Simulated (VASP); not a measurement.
# PtSe (F-43m) in VASP: further runs, part 2 of 3

VASP 6.6.1. The steps go on from the part before.

**3. Phonons, PBE**

POSCAR reads:

```
PtSe
1.0
    0.0000000000      3.0374472300      3.0374472300
    3.0374472300      0.0000000000      3.0374472300
    3.0374472300      3.0374472300      0.0000000000
Pt Se
1 1
Direct
    0.0000000000      0.0000000000      0.0000000000
    0.2500000000      0.2500000000      0.2500000000
```

INCAR.step1 reads:

```
SYSTEM = PtSe
PREC     = Accurate       ! precision mode
ENCUT    = 600            ! plane-wave cutoff, eV
EDIFF    = 1E-8           ! SCF threshold, eV
ISMEAR   = 0              ! smearing method
SIGMA    = 0.02           ! smearing width, eV
LREAL    = .False.        ! projectors in reciprocal space
LASPH    = .True.         ! aspherical terms in the spheres
NELM     = 80             ! most SCF steps
ALGO     = Fast           ! electronic algorithm
ISIF     = 3              ! what is computed and relaxed
LWAVE    = .False.        ! write WAVECAR
LCHARG   = .False.        ! write CHGCAR
GGA      = PE             ! functional
IBRION   = 2              ! ionic algorithm
NSW      = 40             ! ionic steps
EDIFFG   = -0.002         ! ionic threshold
```

INCAR.step2 reads:

```
SYSTEM = PtSe
PREC     = Accurate       ! precision mode
ENCUT    = 600            ! plane-wave cutoff, eV
EDIFF    = 1E-8           ! SCF threshold, eV
ISMEAR   = 0              ! smearing method
SIGMA    = 0.02           ! smearing width, eV
LREAL    = .False.        ! projectors in reciprocal space
LASPH    = .True.         ! aspherical terms in the spheres
NELM     = 80             ! most SCF steps
ALGO     = Fast           ! electronic algorithm
ISIF     = 2              ! what is computed and relaxed
LWAVE    = .False.        ! write WAVECAR
LCHARG   = .False.        ! write CHGCAR
GGA      = PE             ! functional
IBRION   = 8              ! ionic algorithm
NSW      = 1              ! ionic steps
```

KPOINTS reads:

```
Automatic mesh
0
Gamma
  6 6 6
  0 0 0
```

Potentials or basis: VASP PAW PBE potentials, release 64 (Pt, Se).

The run is started by

```console
$ cat potpaw_PBE.64/Pt/POTCAR potpaw_PBE.64/Se/POTCAR > POTCAR
$ cp INCAR.step1 INCAR
$ mpirun -np 1 vasp_std > vasp.out
$ cp CONTCAR POSCAR
$ cp INCAR.step2 INCAR
$ mpirun -np 1 vasp_std > vasp.out
```

OUTCAR:

```text
SYSTEM = PtSe
   PREC = Accurate
   ENCUT = 600
   EDIFF = 1E-8
   ISMEAR = 0
   LREAL = .False.
   LASPH = .True.
   NELM = 80
   ISIF = 2
   GGA = PE
   IBRION = 8
   NSW = 1

 ion  position               nearest neighbor table
   1  0.000  0.000  0.000-   2 2.47   2 2.47   2 2.47   2 2.47
   2  0.250  0.250  0.250-   1 2.47   1 2.47   1 2.47   1 2.47

  LATTYP: Found a face centered cubic cell.
 ALAT       =     5.6957318805

  Lattice vectors:

 A1 = (   0.0000000000,   2.8478659403,   2.8478659403)
 A2 = (   2.8478659403,   0.0000000000,   2.8478659403)
 A3 = (   2.8478659403,   2.8478659403,   0.0000000000)

Analysis of symmetry for initial positions (statically):
=====================================================================
 Subroutine PRICEL returns:
 Original cell was already a primitive cell.

 Routine SETGRP: Setting up the symmetry group for a
 face centered cubic supercell.

 Subroutine GETGRP returns: Found 24 space group operations
 (whereof 24 operations were pure point group operations)
 out of a pool of 48 trial point group operations.

The static configuration has the point symmetry T_d .

Analysis of symmetry for dynamics (positions and initial velocities):
=====================================================================
 Subroutine PRICEL returns:
 Original cell was already a primitive cell.

 Routine SETGRP: Setting up the symmetry group for a
 face centered cubic supercell.

 Subroutine GETGRP returns: Found 24 space group operations
 (whereof 24 operations were pure point group operations)
[... 416 lines left out ...]
    total drift:                               -0.000000     -0.000000     -0.000000

  FREE ENERGIE OF THE ION-ELECTRON SYSTEM (eV)
  ---------------------------------------------------
  free  energy   TOTEN  =        -9.5547784517 eV

  energy  without entropy=       -9.5542370754  energy(sigma->0) =       -9.55450776

[... ionic steps 2 to 3 ...]

--------------------------------------- Ionic step        4  -------------------------------------------

------------------------ aborting loop because EDIFF is reached ----------------------------------------

[... ionic steps 5 to 6 ...]

--------------------------------------- Ionic step        7  -------------------------------------------

 Free energy of the ion-electron system (eV)
  ---------------------------------------------------
  ---------------------------------------------------
  free energy    TOTEN  =        -0.07749779 eV

  energy without entropy =       -0.07749779

------------------------ aborting loop because EDIFF is reached ----------------------------------------

 INTERNAL STRAIN TENSOR  FOR ION    2  DIRECTION 1   (eV/Angst):
 -----------------------------------------------------------------------------
     0.02450  0.00000  0.00000
     0.00000 -0.00516 -6.72337
     0.00000 -6.72337 -0.00516

 INTERNAL STRAIN TENSOR FOR ION    2 for displacements in x,y,z  (eV/Angst):
          X           Y           Z          XY          YZ          ZX
  --------------------------------------------------------------------------------
  x     0.00000    -0.00000    -0.00000     0.00000    -6.72337     0.00000
  y     0.00000     0.00000     0.00000     0.00000     0.00000    -6.72337
  z     0.00000     0.00000     0.00000    -6.72337     0.00000     0.00000

 SECOND DERIVATIVES (NOT SYMMETRIZED)
 ------------------------------------
               1X          1Y          1Z          2X          2Y          2Z
  1X    -6.385800    0.000000    0.000000    6.385800    0.000000    0.000000
  1Y     0.000000   -6.385800    0.000000    0.000000    6.385800    0.000000
  1Z     0.000000    0.000000   -6.385800    0.000000    0.000000    6.385800
  2X     6.375485    0.000000    0.000000   -6.375485    0.000000    0.000000
  2Y     0.000000    6.375485    0.000000    0.000000   -6.375485    0.000000
  2Z     0.000000    0.000000    6.375485    0.000000    0.000000   -6.375485

 Eigenvectors and eigenvalues of the dynamical matrix
 ----------------------------------------------------

   1 f  =    5.266300 THz    33.089140 2PiTHz  175.664865 cm-1    21.779658 meV
             X         Y         Z           dx          dy          dz
      0.000000  0.000000  0.000000     0.000000    0.537089    0.000000
      1.423933  1.423933  1.423933     0.000000   -0.843525    0.000000
[... 21 lines left out ...]
   6 f/i=    0.001928 THz     0.012117 2PiTHz    0.064328 cm-1     0.007976 meV
             X         Y         Z           dx          dy          dz
      0.000000  0.000000  0.000000     0.000000    0.000000    0.843525
      1.423933  1.423933  1.423933     0.000000    0.000000    0.537089

--------------------------------------------------------------------------------------------------------

 ELASTIC MODULI CONTR FROM IONIC RELAXATION (kBar)
 Direction    XX          YY          ZZ          XY          YZ          ZX
 --------------------------------------------------------------------------------
 XX          -0.0000      0.0000     -0.0000     -0.0000     -0.0000      0.0000
 YY           0.0000     -0.0000     -0.0000      0.0000     -0.0000     -0.0000
 ZZ          -0.0000     -0.0000     -0.0000     -0.0000     -0.0000      0.0000
 XY          -0.0000      0.0000     -0.0000   -260.3442      0.0000      0.0000
 YZ          -0.0000     -0.0000     -0.0000      0.0000   -260.3442     -0.0000
 ZX           0.0000     -0.0000      0.0000      0.0000     -0.0000   -260.3442
 --------------------------------------------------------------------------------
```

OUTCAR.step1:

```text
SYSTEM = PtSe
   PREC = Accurate
   ENCUT = 600
   EDIFF = 1E-8
   ISMEAR = 0
   LREAL = .False.
   LASPH = .True.
   NELM = 80
   ISIF = 3
   GGA = PE
   IBRION = 2
   NSW = 40
[... 630 lines left out ...]
  band No.  band energies     occupation
      1      -9.6549      2.00000
      2      -0.4241      2.00000
      3      -0.4241      2.00000
      4      -0.4241      2.00000
      5       2.2515      2.00000
      6       2.2515      2.00000
      7       5.8231      0.00000
      8       7.3878      0.00000
      9       7.3878      0.00000
     10       7.3878      0.00000
     11      11.7890      0.00000
     12      11.7890      0.00000
[... 252 lines left out ...]
  FREE ENERGIE OF THE ION-ELECTRON SYSTEM (eV)
  ---------------------------------------------------
  free  energy   TOTEN  =        -9.5552999913 eV

  energy  without entropy=       -9.5547585830  energy(sigma->0) =       -9.55502929

 reached required accuracy - stopping structural energy minimisation
```

OSZICAR.step1:

```text
N       E                     dE             d eps       ncg     rms          rms(c)
DAV:   1     0.808014855606E+02    0.80801E+02   -0.75972E+03   392   0.127E+03
DAV:   2    -0.565837057952E+01   -0.86460E+02   -0.79717E+02   464   0.212E+02
DAV:   3    -0.928605144707E+01   -0.36277E+01   -0.35555E+01   460   0.461E+01
[... 87 lines left out ...]
RMM:   8    -0.955529998545E+01    0.99791E-07   -0.67823E-08   331   0.182E-03    0.257E-04
RMM:   9    -0.955530000525E+01   -0.19797E-07   -0.16771E-08   257   0.852E-04    0.260E-04
RMM:  10    -0.955530001531E+01   -0.10062E-07   -0.45330E-09   220   0.454E-04    0.468E-04
RMM:  11    -0.955529999253E+01    0.22782E-07   -0.15178E-09   206   0.298E-04    0.894E-05
RMM:  12    -0.955529999135E+01    0.11778E-08   -0.13675E-10    98   0.131E-04
   6 F= -.95553000E+01 E0= -.95550293E+01  d E =-.841901E-04
```

Run time: 3.3 min. Hardware: 1 thread of Intel Xeon Platinum 8488C (Sapphire Rapids), shared host; peak memory 0.26 GiB.

What came out:

```
Relaxed volume                                          : 23.10 Å³/atom
Relaxed cell                                            : a = 4.027 Å, b = 4.027 Å, c = 4.027 Å, α = 60.00°, β = 60.00°, γ = 60.00°
Space group after relaxing (to 0.05 Å)                  : F-43m (No. 216)
Highest phonon frequency at Γ, LO-TO splitting left out : 176 cm⁻¹
```

The path:
| step | energy change (eV) | largest force (eV/Å) | pressure (GPa) | volume (Å³) |
| --- | --- | --- | --- | --- |
| 1 | 0.0000 | 0.0000 | -11.25 | 56.05 |
| 2 | -0.2534 | 0.0000 | 13.52 | 41.55 |
| 3 | -0.4294 | 0.0000 | -0.14 | 46.27 |
| 4 | -0.4293 | 0.0000 | 0.25 | 46.08 |
| 5 | -0.4293 | 0.0000 | -0.22 | 46.30 |
| 6 | -0.4294 | 0.0000 | 0.01 | 46.19 |

Final structure:
```
Pt Se
1.0
     0.00000    2.84787    2.84787
     2.84787    0.00000    2.84787
     2.84787    2.84787    0.00000
Pt Se
1 1
Direct
  0.00000 0.00000 0.00000
  0.25000 0.25000 0.25000
```

Phonon frequencies in cm⁻¹ (negative: imaginary):
| q point | frequencies |
| --- | --- |
| (0.000, 0.000, 0.000) | 0 0 0 176 176 176 |

Caveat: the volume moved by over 15 % at a fixed basis, so the end points are rough. The run has no spin-orbit coupling, so splittings on Pt are missing.

**4. Elastic constants, PBE**

POSCAR is that of step 3.

INCAR.step1 reads:

```
SYSTEM = PtSe
PREC = Accurate
ENCUT = 600
EDIFF = 1E-8
ISMEAR = 0
SIGMA = 0.02
LREAL = .False.
LASPH = .True.
NELM = 60
ALGO = Normal
ISIF = 3
LWAVE = .False.
LCHARG = .False.
GGA = PE
IBRION = 2
NSW = 40
EDIFFG = -0.002
```

INCAR.step2 reads:

```
SYSTEM = PtSe
PREC = Accurate
ENCUT = 600
EDIFF = 1E-8
ISMEAR = 0
SIGMA = 0.02
LREAL = .False.
LASPH = .True.
NELM = 60
ALGO = Normal
ISIF = 3
LWAVE = .False.
LCHARG = .False.
GGA = PE
IBRION = 6
NFREE = 2
POTIM = 0.015
NSW = 1
```

KPOINTS is that of step 3.

The run is started by

```console
$ cat potpaw_PBE.64/Pt/POTCAR potpaw_PBE.64/Se/POTCAR > POTCAR
$ cp INCAR.step1 INCAR
$ mpirun -np 1 vasp_std > vasp.out
$ cp CONTCAR POSCAR
$ cp INCAR.step2 INCAR
$ mpirun -np 1 vasp_std > vasp.out
```

Wall time 6.3 min (1 thread of Intel Xeon Platinum 8488C (Sapphire Rapids), shared host); peak memory 0.24 GiB.

The run converged. Its results:

```yaml
Relaxed_volume: 23.10 Å³/atom
Relaxed_cell: a = 4.027 Å, b = 4.027 Å, c = 4.027 Å, α = 60.00°, β = 60.00°, γ = 60.00°
Space_group_after_relaxing_to_0.05_Å: F-43m (No. 216)
Elastic_constants_C11_C12_C44: 98, 97, 10 GPa
Voigt_bulk_modulus: 97 GPa
Highest_phonon_frequency_at_Γ_LO-TO_splitting_left_out: 175 cm⁻¹
```

Step by step:
```
step  energy change (eV)  largest force (eV/Å)  pressure (GPa)  volume (Å³)
   1              0.0000                0.0000          -11.25        56.05
   2             -0.2533                0.0000           13.53        41.55
   3             -0.4294                0.0000           -0.14        46.27
   4             -0.4293                0.0000            0.24        46.08
   5             -0.4293                0.0000           -0.22        46.30
   6             -0.4294                0.0000            0.01        46.19
```

Final structure:
```
Pt Se
1.0
     0.00000    2.84787    2.84787
     2.84787    0.00000    2.84787
     2.84787    2.84787    0.00000
Pt Se
1 1
Direct
  0.00000 0.00000 0.00000
  0.25000 0.25000 0.25000
```

Phonon frequencies in cm⁻¹ (negative: imaginary):
| q point | frequencies |
| --- | --- |
| (0.000, 0.000, 0.000) | 0 0 0 175 175 175 |

Elastic tensor in Voigt notation (GPa, in the Cartesian axes of the cell as first typed):
```
98 97 97  0  0  0
97 98 97  0  0  0
97 97 98  0  0  0
 0  0  0 10  0  0
 0  0  0  0 10  0
 0  0  0  0  0 10
```

Clamped-ion elastic tensor (GPa):
```
98 97 97  0  0  0
97 98 97  0  0  0
97 97 98  0  0  0
 0  0  0 40  0  0
 0  0  0  0 40  0
 0  0  0  0  0 40
```

Caveat: the volume moved by over 15 % at a fixed basis, so the end points are rough.

[end of part 2 of 3]
